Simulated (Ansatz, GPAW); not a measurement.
## Ballistic transport through octane-1,8-dithiol between two Pd chains, from relaxation to T(E)

Aim: the conductance of octane-1,8-dithiol between two Pd chains after relaxation, and whether geometry, basis or functional moves it most.

Program: GPAW 26.7.0 and Ansatz 0.2.0. Level of theory: Ansatz plane waves; relaxation of the junction with the lead ends held; PAW set soft_1, in the first sound run; inputs show where later runs differ. Results are calculated unless marked as measured.

### 1. Set-up

The cell holds 42 atoms: 16 Pd, 2 S, 16 H and 8 C. Cell: a = 12.607 Å, b = 9.599 Å, c = 50.862 Å, α = 90.0°, β = 90.0°, γ = 90.0°. Regions: left lead, 8 atoms (8 Pd); channel, 26 atoms (2 S, 16 H and 8 C); right lead, 8 atoms (8 Pd). Vacuum lies along a and b. The structure is stacked along c, and the current runs across the ab planes.

### 2. Relaxing the atoms

Transmission follows bond lengths closely, so the atoms between the held lead ends are relaxed first, from a slightly shaken start that lets symmetry break.

Input file input.yaml:

```yaml
crystal:
  lattice:
    - [12.6071723682, 0.0, 0.0]
    - [0.0, 9.5985367784, 0.0]
    - [0.0, 0.0, 50.862048331]
  atoms:
    - { symbol: Pd, position: [0.5, 0.5, 0.0245762812] }
    - { symbol: Pd, position: [0.5, 0.5, 0.0737288435] }
    - { symbol: Pd, position: [0.5, 0.5, 0.1228814058] }
    - { symbol: Pd, position: [0.5, 0.5, 0.1720339681] }
    - { symbol: Pd, position: [0.5, 0.5, 0.2211865304] }
    - { symbol: Pd, position: [0.5, 0.5, 0.2703390927] }
    - { symbol: Pd, position: [0.5007251041, 0.4967495542, 0.3199342942] }
    - { symbol: Pd, position: [0.5022381658, 0.4939020856, 0.3678761518] }
    - { symbol: S, position: [0.3442113747, 0.5744485432, 0.3907694584] }
    - { symbol: H, position: [0.3425486445, 0.3827026416, 0.4206187799] }
    - { symbol: C, position: [0.3365527145, 0.4961372808, 0.4230956484] }
    - { symbol: H, position: [0.2557451585, 0.5142014949, 0.4305426132] }
    - { symbol: H, position: [0.5034923564, 0.5281815277, 0.4323303402] }
    - { symbol: C, position: [0.4213140605, 0.5520478891, 0.4408977653] }
    - { symbol: H, position: [0.41375104, 0.6603061399, 0.4435816989] }
    - { symbol: H, position: [0.4258781099, 0.367384999, 0.466225456] }
    - { symbol: C, position: [0.421815106, 0.4780218925, 0.4677884808] }
    - { symbol: H, position: [0.3365673222, 0.5008040991, 0.4774475631] }
    - { symbol: H, position: [0.5810769559, 0.5121975668, 0.4772898156] }
    - { symbol: C, position: [0.5046781382, 0.5367499724, 0.4867821244] }
    - { symbol: H, position: [0.4932787335, 0.6483503197, 0.4886445849] }
    - { symbol: H, position: [0.5056585679, 0.3550999201, 0.5115561558] }
    - { symbol: C, position: [0.4984858382, 0.4657852288, 0.5137088044] }
    - { symbol: H, position: [0.4201543261, 0.4806229579, 0.5220353384] }
    - { symbol: H, position: [0.6603770883, 0.4991260744, 0.523056104] }
    - { symbol: C, position: [0.5868385901, 0.5180030543, 0.5324805518] }
    - { symbol: H, position: [0.5709866777, 0.6328596027, 0.5341247063] }
    - { symbol: H, position: [0.5866250624, 0.3408174549, 0.5572002557] }
    - { symbol: C, position: [0.5762359816, 0.4503292894, 0.5595171914] }
    - { symbol: H, position: [0.4981429676, 0.4676763165, 0.5668922336] }
    - { symbol: H, position: [0.7400223083, 0.4885065232, 0.5689758359] }
    - { symbol: C, position: [0.6652476514, 0.5060518799, 0.5772736555] }
    - { symbol: H, position: [0.6569100865, 0.6190803597, 0.5801094785] }
    - { symbol: S, position: [0.6545180885, 0.4234294418, 0.6089954978] }
    - { symbol: Pd, position: [0.4971543826, 0.501522021, 0.6310789147] }
    - { symbol: Pd, position: [0.500029731, 0.5015025623, 0.6807717228] }
    - { symbol: Pd, position: [0.5, 0.5, 0.7296609073] }
    - { symbol: Pd, position: [0.5, 0.5, 0.7788134696] }
    - { symbol: Pd, position: [0.5, 0.5, 0.8279660319] }
    - { symbol: Pd, position: [0.5, 0.5, 0.8771185942] }
    - { symbol: Pd, position: [0.5, 0.5, 0.9262711565] }
    - { symbol: Pd, position: [0.5, 0.5, 0.9754237188] }
kpoints:
  mp_grid: { grid: [1, 1, 2] }
hamiltonian:
  xc: pbe
  pseudopotentials: { kind: paw, azcp: { folder: soft_1 } }
scf:
  occupations: { method: fermi_dirac, width: 0.1 }
relax:
  f_tol: 0.03
  max_steps: 80
  constraints: [{ sites: [0, 1, 2, 3, 4, 5, 36, 37, 38, 39, 40, 41] }]
```

Started as:

```console
ansatz run input.yaml --threads 4 --pin off --max-ram 8192MiB --backend cpu --events-out ev --progress --plain --runs-dir out
```

Numbers of over 12 decimals in the logs are rounded to 6 here.

The log of the run:

```text
Engine: ansatz 0.2.0, x86_64-unknown-linux-gnu
Pseudopotentials: kind: paw
Pseudopotential: Pd, paw, valence charge 18, recommended cutoff 420 eV (normal), soft_1/Pd.paw.azcp
Pseudopotential: S, paw, valence charge 6, recommended cutoff 420 eV (normal), soft_1/S.paw.azcp
Pseudopotential: H, paw, valence charge 1, recommended cutoff 420 eV (normal), soft_1/H.paw.azcp
Pseudopotential: C, paw, valence charge 4, recommended cutoff 420 eV (normal), soft_1/C.paw.azcp
Functional definition: PBE
  parameter kappa = 0.804
  parameter beta = 0.066725
  exchange = pbe_x(kappa = kappa, mu = beta*pi^2/3)
  correlation = pbe_c(beta = beta)
Crystal: 42 atoms, lattice volume = 6154.837 Å³
Basis set: ecut = 420 eV, 120191 PW (Γ), exchange–correlation on 180×144×720 points (8 copies of the dense FFT grid, shifted against one another)
Bands: 216, of which v1, the nominal top of the filled ones, is band 174 counted from 1 (173 counted from 0)
Symmetry: 1 space group operations
Space group: P1 (ITA 1), of the structure as read, at distance tolerance 1.8e-4 Å
k-points: 2
Non-local potential: Pd, projectors of the file, l = 0: 2, l = 1: 2, l = 2: 2, l = 3: 1
Non-local potential: S, projectors of the file, l = 0: 2, l = 1: 2, l = 2: 1
Non-local potential: H, projectors of the file, l = 0: 2, l = 1: 1
Non-local potential: C, projectors of the file, l = 0: 2, l = 1: 2, l = 2: 1
PAW form: soft (Blöchl's): semilocal exchange-correlation on the pseudo side does not see the compensation charge
PAW one-centre angular grid: Pd, 590 points (default); XC on 64 Gauss nodes
PAW one-centre angular grid: S, 110 points (default); XC on 64 Gauss nodes
PAW one-centre angular grid: H, 110 points (default); XC on 64 Gauss nodes
PAW one-centre angular grid: C, 110 points (default); XC on 64 Gauss nodes
Initial density: superposition of atomic densities (neutral atoms: chi_scale 0, normalization atom)
Initial wavefunctions: pseudopotential atomic-orbital guess
Functional: x = pbe(κ = 0.804, μ = 0.219515), c = pbe(β = 0.066725)
SCF iter   1: F=—  HF=-115630.089708 eV  |F-HF|=—  |Δ(HF+E_count)|=         —  Δρ=4.23e-2  dr2=1.66e2  ethr=3.10e-3  ⟨swp⟩=16.5  Hψ=2807  notcnv=0
preconditioner: auto → LDOS  [metal: Δε(μ)=0.108 eV  Ē_g=5.027 eV  σ=0.100 eV  W_gap=0.25  n_scr=520 (ndim 8)  ℏωp=6.8 eV  f_vac=0.821  D(μ)=34.35/eV (n_scr^D=114)  β→1.0]
SCF iter   2: F=—  HF=-115615.196963 eV  |F-HF|=—  |Δ(HF+E_count)|=    1.49e1  Δρ=3.93e-2  dr2=1.79e2  ethr=3.10e-3  ⟨swp⟩=9.0  Hψ=2152  notcnv=0  defer=11
SCF iter   3: F=—  HF=-115597.904037 eV  |F-HF|=—  |Δ(HF+E_count)|=    1.73e1  Δρ=8.86e-3  dr2=1.39e1  ethr=3.10e-3  ⟨swp⟩=4.0  Hψ=1146  notcnv=0  defer=45
SCF iter   4: F=—  HF=-115596.573937 eV  |F-HF|=—  |Δ(HF+E_count)|=    1.33e0  Δρ=5.69e-3  dr2=4.13e0  ethr=3.10e-3  ⟨swp⟩=5.0  Hψ=561  notcnv=0  defer=35
SCF iter   5: F=—  HF=-115595.961943 eV  |F-HF|=—  |Δ(HF+E_count)|=   6.12e-1  Δρ=2.36e-3  dr2=9.31e-1  ethr=1.19e-3  ⟨swp⟩=2.5  Hψ=876  notcnv=0  defer=43
SCF iter   6: F=—  HF=-115595.989126 eV  |F-HF|=—  |Δ(HF+E_count)|=   2.72e-2  Δρ=3.44e-3  dr2=4.79e0  ethr=2.68e-4  ⟨swp⟩=5.0  Hψ=884  notcnv=0  defer=46  recentre
SCF iter   7: F=—  HF=-115595.923984 eV  |F-HF|=—  |Δ(HF+E_count)|=   6.51e-2  Δρ=1.25e-3  dr2=4.80e-1  ethr=2.68e-4  ⟨swp⟩=2.0  Hψ=508  notcnv=0  defer=46
SCF iter   8: F=—  HF=-115595.901590 eV  |F-HF|=—  |Δ(HF+E_count)|=   2.24e-2  Δρ=6.96e-4  dr2=1.36e-1  ethr=1.38e-4  ⟨swp⟩=2.0  Hψ=419  notcnv=0  defer=46
SCF iter   9: F=—  HF=-115595.899531 eV  |F-HF|=—  |Δ(HF+E_count)|=   2.06e-3  Δρ=5.70e-4  dr2=1.23e-1  ethr=3.90e-5  ⟨swp⟩=2.0  Hψ=500  notcnv=0  defer=46
SCF iter  10: F=—  HF=-115595.898311 eV  |F-HF|=—  |Δ(HF+E_count)|=   1.22e-3  Δρ=2.96e-4  dr2=3.11e-2  ethr=3.54e-5  ⟨swp⟩=1.0  Hψ=386  notcnv=0  defer=46
SCF iter  11: F=—  HF=-115595.897800 eV  |F-HF|=—  |Δ(HF+E_count)|=   5.11e-4  Δρ=1.22e-4  dr2=3.79e-3  ethr=8.92e-6  ⟨swp⟩=2.0  Hψ=426  notcnv=0  defer=46
SCF iter  12: F=—  HF=-115595.898101 eV  |F-HF|=—  |Δ(HF+E_count)|=   3.01e-4  Δρ=4.53e-5  dr2=2.65e-4  ethr=1.09e-6  ⟨swp⟩=2.0  Hψ=477  notcnv=0  defer=46
SCF iter  13: F=—  HF=-115595.898124 eV  |F-HF|=—  |Δ(HF+E_count)|=   2.31e-5  Δρ=2.50e-5  dr2=8.45e-5  ethr=7.60e-8  ⟨swp⟩=2.0  Hψ=510  notcnv=0  defer=46
SCF iter  14: F=-115595.898137 eV  HF=-115595.898141 eV  |F-HF|=4.20e-6  |Δ(HF+E_count)|=   1.72e-5  Δρ=1.18e-5  dr2=1.71e-5  ethr=6.47e-9  ⟨swp⟩=4.0  Hψ=1384  notcnv=0
SCF 1 converged in 14 iterations: F = -115595.898137 eV  dr2 = 1.71e-5
  greatest PAW one-centre occupation: 1.000 electrons in one spin orbital (limit 2), on the Pd atom at site 35 (counted from 0), in its partial waves of l = 0
relax step   1: F+E_penalty+E_count = -115595.89813675 eV  Δ(F+E_penalty+E_count) = +0.000e0 eV  max|allowed force component| = 2.845e0 eV/Å  Δτ_max = 0.0000 Å  (14 SCF iters, dr2 threshold 2.25e-5 eV, accepted)
Initial density: handed on by an earlier stage of this run
Initial wavefunctions: those handed on with the density
iter 1 solved again at ethr=1.70e-3 eV; its pass at ethr=3.10e-3 eV (dr2=5.92e0 eV) is discarded
SCF iter   1: F=—  HF=-115597.243661 eV  |F-HF|=—  |Δ(HF+E_count)|=         —  Δρ=7.00e-3  dr2=5.84e0  ethr=1.70e-3  ⟨swp⟩=1.0  Hψ=1759  notcnv=0  defer=44
preconditioner: auto → LDOS  [metal: Δε(μ)=0.021 eV  Ē_g=6.071 eV  σ=0.100 eV  W_gap=0.05  n_scr=520 (ndim 8)  ℏωp=7.0 eV  f_vac=0.822  D(μ)=54.99/eV (n_scr^D=206)  β→1.0]
SCF iter   2: F=—  HF=-115597.051746 eV  |F-HF|=—  |Δ(HF+E_count)|=   1.92e-1  Δρ=2.44e-3  dr2=5.69e-1  ethr=1.68e-3  ⟨swp⟩=2.0  Hψ=642  notcnv=0  defer=44
SCF iter   3: F=—  HF=-115596.990289 eV  |F-HF|=—  |Δ(HF+E_count)|=   6.15e-2  Δρ=1.50e-3  dr2=1.95e-1  ethr=1.64e-4  ⟨swp⟩=3.0  Hψ=936  notcnv=0  defer=43
SCF iter   4: F=—  HF=-115596.952525 eV  |F-HF|=—  |Δ(HF+E_count)|=   3.78e-2  Δρ=5.13e-4  dr2=2.55e-2  ethr=5.60e-5  ⟨swp⟩=2.0  Hψ=503  notcnv=0  defer=43
SCF iter   5: F=—  HF=-115596.950941 eV  |F-HF|=—  |Δ(HF+E_count)|=   1.58e-3  Δρ=2.44e-4  dr2=7.24e-3  ethr=7.34e-6  ⟨swp⟩=2.0  Hψ=646  notcnv=0  defer=43
SCF iter   6: F=—  HF=-115596.951389 eV  |F-HF|=—  |Δ(HF+E_count)|=   4.48e-4  Δρ=1.40e-4  dr2=2.24e-3  ethr=2.08e-6  ⟨swp⟩=2.0  Hψ=458  notcnv=0  defer=43
SCF iter   7: F=—  HF=-115596.951406 eV  |F-HF|=—  |Δ(HF+E_count)|=   1.74e-5  Δρ=6.54e-5  dr2=5.12e-4  ethr=6.42e-7  ⟨swp⟩=2.0  Hψ=467  notcnv=0  defer=43
SCF iter   8: F=—  HF=-115596.951519 eV  |F-HF|=—  |Δ(HF+E_count)|=   1.13e-4  Δρ=3.53e-5  dr2=1.63e-4  ethr=1.47e-7  ⟨swp⟩=2.0  Hψ=574  notcnv=0  defer=43
[...]
SCF iter   4: F=—  HF=-115597.944251 eV  |F-HF|=—  |Δ(HF+E_count)|=   7.45e-6  Δρ=3.25e-5  dr2=1.10e-4  ethr=1.31e-7  ⟨swp⟩=3.0  Hψ=709  notcnv=0  defer=31
SCF iter   5: F=—  HF=-115597.944253 eV  |F-HF|=—  |Δ(HF+E_count)|=   1.37e-6  Δρ=1.83e-5  dr2=3.99e-5  ethr=3.16e-8  ⟨swp⟩=2.0  Hψ=569  notcnv=0  defer=31
SCF iter   6: F=—  HF=-115597.944504 eV  |F-HF|=—  |Δ(HF+E_count)|=   2.52e-4  Δρ=1.00e-5  dr2=1.19e-5  ethr=1.15e-8  ⟨swp⟩=2.0  Hψ=431  notcnv=0  defer=31
SCF iter   7: F=—  HF=-115597.944506 eV  |F-HF|=—  |Δ(HF+E_count)|=   1.67e-6  Δρ=5.40e-6  dr2=3.45e-6  ethr=3.43e-9  ⟨swp⟩=2.0  Hψ=438  notcnv=0  defer=31
SCF iter   8: F=—  HF=-115597.944508 eV  |F-HF|=—  |Δ(HF+E_count)|=   1.86e-6  Δρ=2.46e-6  dr2=7.32e-7  ethr=9.91e-10  ⟨swp⟩=2.0  Hψ=461  notcnv=0  defer=31
SCF iter   9: F=—  HF=-115597.944508 eV  |F-HF|=—  |Δ(HF+E_count)|=   3.48e-7  Δρ=1.43e-6  dr2=2.46e-7  ethr=2.10e-10  ⟨swp⟩=2.0  Hψ=479  notcnv=0  defer=31
SCF iter  10: F=-115597.944508 eV  HF=-115597.944508 eV  |F-HF|=4.82e-9  |Δ(HF+E_count)|=   8.63e-8  Δρ=7.00e-7  dr2=6.82e-8  ethr=2.87e-11  ⟨swp⟩=4.0  Hψ=1329  notcnv=0
smearing: bands 173 to 174 share 2.083 electrons (they would hold 2.000 with every lower band full and every higher one empty; bands counted from 0; each is filled to between 0.4965 and 0.5438 of a full level; at each k-point the levels lie within 1.9e-2 eV, against a smearing width of 0.1000 eV). The entropy term TS of this state is 1.6975 eV
SCF 21 converged in 10 iterations: F = -115597.944508 eV  dr2 = 6.82e-8
relax step  21: F+E_penalty+E_count = -115597.94450830 eV  Δ(F+E_penalty+E_count) = -5.005e-4 eV  max|allowed force component| = 1.569e-2 eV/Å  Δτ_max = 0.0405 Å  (10 SCF iters, accepted)
SCF converged after 10 iterations
Free energy (F): -115597.944508 eV
Harris-Foulkes:  -115597.944508 eV  (|F-HF|=4.82e-9)
Internal energy: -115596.247032 eV  (E = F + TS)
E sigma→0 (E₀):  -115597.095770 eV
Entropy (-TS):   -1.697477 eV (-40.416 meV/atom)
Fermi energy:    -3.912825 eV
--- Per-component energies (eV) ---
  E_band       = -9343.422151
  E_kinetic    = 8342.030074
  E_local      = -128164.783869  (includes V_loc(G=0)·N_el)
  E_nonlocal   = 6233.875706
  E_hartree    = 57391.186368
  E_xc         = -2865.593186
  E_vxc        = -3546.428321  (∫ρ·V_xc dr)
  E_paw        = -63042.031733  (= ΣΔE_a)
  E_vpaw       = -6990.465249  (= ΣTr[D̂ρ^β])
  E_aug_tail   = -0.013470  (compensation charges beyond the density's cutoff)
  E_ewald      = 6509.083078
  E_smearing   = -1.697477  (= −TS)
  E_closure    = -0.000000  (closes the sum)
  Σ components = -115597.944508   (vs F -115597.944508, Δ=0.00e0)
--- Forces (eV/Å), atoms counted from 1 ---
  atom   1  Pd     0.00082318    -0.00035247    -0.00250460
  atom   2  Pd    -0.00061635     0.00008961     0.01014629
  atom   3  Pd    -0.00302200     0.00033630    -0.01535676
  atom   4  Pd    -0.01212015     0.00224004     0.04506610
  atom   5  Pd    -0.06767892     0.01640075     0.03775469
  atom   6  Pd     0.09839418    -0.02259331    -0.07545376
  atom   7  Pd     0.00081038     0.00036384    -0.00177577
  atom   8  Pd    -0.00094962     0.00179813     0.00380116
  atom   9  S     -0.00395383    -0.00790512     0.01040078
  atom  10  H     -0.00194628    -0.00042768     0.00134033
  atom  11  C      0.00671142     0.00489265    -0.01529283
  atom  12  H     -0.00109518     0.00274032    -0.00121070
  atom  13  H      0.00260142     0.00083207     0.00077589
  atom  14  C      0.00023096     0.00084997    -0.00251543
  atom  15  H     -0.00109080     0.00277294     0.00163403
  atom  16  H     -0.00105374     0.00203120    -0.00094594
  atom  17  C     -0.00031040    -0.00162835     0.01232579
  atom  18  H      0.00210879    -0.00026159    -0.00055472
  atom  19  H     -0.00479798     0.00165135     0.00030890
  atom  20  C      0.00120850     0.00236441    -0.01065709
  atom  21  H      0.00051694    -0.00435195     0.00207813
  atom  22  H     -0.00043916     0.00424976    -0.00188396
  atom  23  C     -0.00098469    -0.00193742     0.00974518
  atom  24  H      0.00462895    -0.00152286    -0.00008562
  atom  25  H     -0.00241196     0.00013697     0.00079493
  atom  26  C      0.00015441     0.00085696    -0.01235394
  atom  27  H      0.00095520    -0.00214480     0.00113119
  atom  28  H      0.00132359    -0.00318108    -0.00157148
  atom  29  C      0.00006682     0.00018177    -0.00016331
  atom  30  H     -0.00290496    -0.00063656    -0.00070857
  atom  31  H      0.00153843    -0.00264193     0.00052163
  atom  32  C     -0.00491363    -0.00762468     0.01568669
  atom  33  H      0.00088493     0.00230462    -0.00157612
  atom  34  S      0.00428302     0.01014605    -0.00673132
  atom  35  Pd     0.00093570    -0.00334273    -0.00106342
  atom  36  Pd    -0.00205503    -0.00013334     0.00091227
  atom  37  Pd    -0.10019255     0.02214988     0.07160778
  atom  38  Pd     0.06946656    -0.01651072    -0.03601725
  atom  39  Pd     0.01250612    -0.00226551    -0.04445722
  atom  40  Pd     0.00280545    -0.00024374     0.01410564
  atom  41  Pd     0.00053313    -0.00006240    -0.00984250
  atom  42  Pd    -0.00095499     0.00037726     0.00256723
  max |Σ_I F_I| component: 1.77e-5 eV/Å
--- Relaxed structure (21 steps of the walk, 21 accepted, 0 SCFs on fresh bases) ---
  F+E_penalty+E_count = -115597.94450830 eV   max|allowed force component| = 1.569e-2 eV/Å
  atoms:
    - { symbol: Pd, position: [0.5, 0.5, 0.024576] }
    - { symbol: Pd, position: [0.5, 0.5, 0.0737288435] }
    - { symbol: Pd, position: [0.5, 0.5, 0.1228814058] }
    - { symbol: Pd, position: [0.5, 0.5, 0.1720339681] }
    - { symbol: Pd, position: [0.5, 0.5, 0.221187] }
    - { symbol: Pd, position: [0.5, 0.5, 0.2703390927] }
    - { symbol: Pd, position: [0.399662, 0.539547, 0.312100] }
    - { symbol: Pd, position: [0.538508, 0.479720, 0.345538] }
    - { symbol: S, position: [0.531442, 0.588144, 0.383242] }
    - { symbol: H, position: [0.506783, 0.375429, 0.408961] }
    - { symbol: C, position: [0.479552, 0.483471, 0.410980] }
    - { symbol: H, position: [0.392473, 0.484363, 0.409919] }
    - { symbol: H, position: [0.605940, 0.549301, 0.436973] }
    - { symbol: C, position: [0.518592, 0.548208, 0.436989] }
    - { symbol: H, position: [0.493378, 0.658009, 0.437747] }
    - { symbol: H, position: [0.503192, 0.361723, 0.460925] }
    - { symbol: C, position: [0.478787, 0.471954, 0.461820] }
    - { symbol: H, position: [0.391316, 0.471777, 0.461940] }
    - { symbol: H, position: [0.607162, 0.536597, 0.487442] }
    - { symbol: C, position: [0.519662, 0.536736, 0.487668] }
    - { symbol: H, position: [0.495795, 0.647253, 0.488394] }
    - { symbol: H, position: [0.504534, 0.352383, 0.512049] }
    - { symbol: C, position: [0.480651, 0.462893, 0.512773] }
    - { symbol: H, position: [0.393152, 0.463011, 0.512998] }
    - { symbol: H, position: [0.608991, 0.527941, 0.538495] }
    - { symbol: C, position: [0.521519, 0.527713, 0.538619] }
    - { symbol: H, position: [0.497080, 0.637931, 0.539512] }
    - { symbol: H, position: [0.507008, 0.341666, 0.562698] }
    - { symbol: C, position: [0.481760, 0.451452, 0.563454] }
    - { symbol: H, position: [0.394414, 0.450311, 0.563475] }
    - { symbol: H, position: [0.607893, 0.515350, 0.590513] }
    - { symbol: C, position: [0.520814, 0.516235, 0.589456] }
    - { symbol: H, position: [0.493583, 0.624270, 0.591473] }
    - { symbol: S, position: [0.468976, 0.411598, 0.617201] }
    - { symbol: Pd, position: [0.462673, 0.519926, 0.654923] }
    - { symbol: Pd, position: [0.602205, 0.460325, 0.688194] }
    - { symbol: Pd, position: [0.5, 0.5, 0.729661] }
    - { symbol: Pd, position: [0.5, 0.5, 0.7788134696] }
    - { symbol: Pd, position: [0.5, 0.5, 0.8279660319] }
    - { symbol: Pd, position: [0.5, 0.5, 0.8771185942] }
    - { symbol: Pd, position: [0.5, 0.5, 0.9262711565] }
    - { symbol: Pd, position: [0.5, 0.5, 0.9754237188] }
```

Elapsed: 9.2 min, on 4 threads of Intel Xeon 6975P-C (Granite Rapids), shared host; peak memory 7.4 GiB; 35 min of CPU time.

Step by step:

```csv
step,energy less that of the first step (eV),largest force component (eV/Å)
1,0.0000,2.8455
2,-1.0534,0.9445
3,-1.2117,0.4161
4,-1.3477,0.3122
5,-1.4646,0.1754
6,-1.5479,0.1512
7,-1.6579,0.1054
8,-1.7420,0.1439
9,-1.7992,0.1890
10,-1.8478,0.1815
11,-1.8879,0.3320
12,-1.9263,0.3417
13,-1.9644,0.3339
14,-2.0006,0.2649
15,-2.0242,0.1650
16,-2.0364,0.0606
17,-2.0421,0.0586
18,-2.0443,0.0561
19,-2.0459,0.0241
20,-2.0459,0.0242
21,-2.0464,0.0157
```

The atoms that moved most (Å):

```
atom      dx      dy      dz  length
  S9   2.360   0.131  -0.383   2.395
 S34  -2.339  -0.114   0.417   2.379
 H10   2.071  -0.070  -0.593   2.155
 H33  -2.059   0.050   0.578   2.139
 H12   1.724  -0.286  -1.049   2.038
 H31  -1.666   0.258   1.095   2.010
 C32  -1.821   0.098   0.620   1.926
 C11   1.803  -0.122  -0.616   1.909
```

This step gave:

| Property | Result |
| --- | --- |
| free energy | -115597.9445 eV |
| smearing term TS | 1.697 eV |
| symmetry operations | 1 |

The relaxation lowered the energy of the cell by 2.05 eV.

(Part 1 of 5 ends here.)

[Logs are printed without paths, hosts, clocks, repeated set-up lines and the standing remarks that a program may print on its own settings, such as how far it seeks lower states.]

[Hosts, paths, dates, database ids (printed as entryN), source tags and the programs' standing remarks are cut or masked in the printed files.]
